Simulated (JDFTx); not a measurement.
Runs of JDFTx 1.7.0 (patched build) on Re. The structure is hexagonal, space group P6_3/mmc (No. 194). The conventional cell has a = 2.761 Å, b = 2.761 Å, c = 4.458 Å, α = 90.00°, β = 90.00°, γ = 120.00°. Re (site symmetry -6m2) is surrounded by 12 Re at 2.74 to 2.76 Å. 

```tsv
level	U	gap on the mesh (eV)	pressure (GPa)
PBE+U	Re d U = 6 eV	none	-16.4
PBE+U	Re d U = 1 eV	none	2.0
PBE+U	Re d U = 4 eV	none	-9.2
PBE+U	Re d U = 8 eV	none	(a)
PBE+U	Re d U = 2 eV	none	-1.8
PBE+U	Re d U = 3 eV	none	-5.5
PBE	-	none	(b)
```

Alike in all rows: task single point; potentials or basis PseudoDojo-SR-PBE-0.5-standard with smoothed tails; no spin polarisation; cell as given; k mesh 11 × 11 × 6; cutoff (eV) 980; smearing fermi-dirac 0.05 eV.

**Question.** Estimate the missing entries.

**Answer.** (a) -23.7; (b) 5.8.

Caveats: U without spin polarisation on a metal has little footing (some runs); the U is typed as a test and isn't derived for this compound (some runs).

A k mesh can miss the band edges, and the runs leave out spin-orbit coupling on Re.

A gap of «none» marks a metal or a gap under the smearing width.
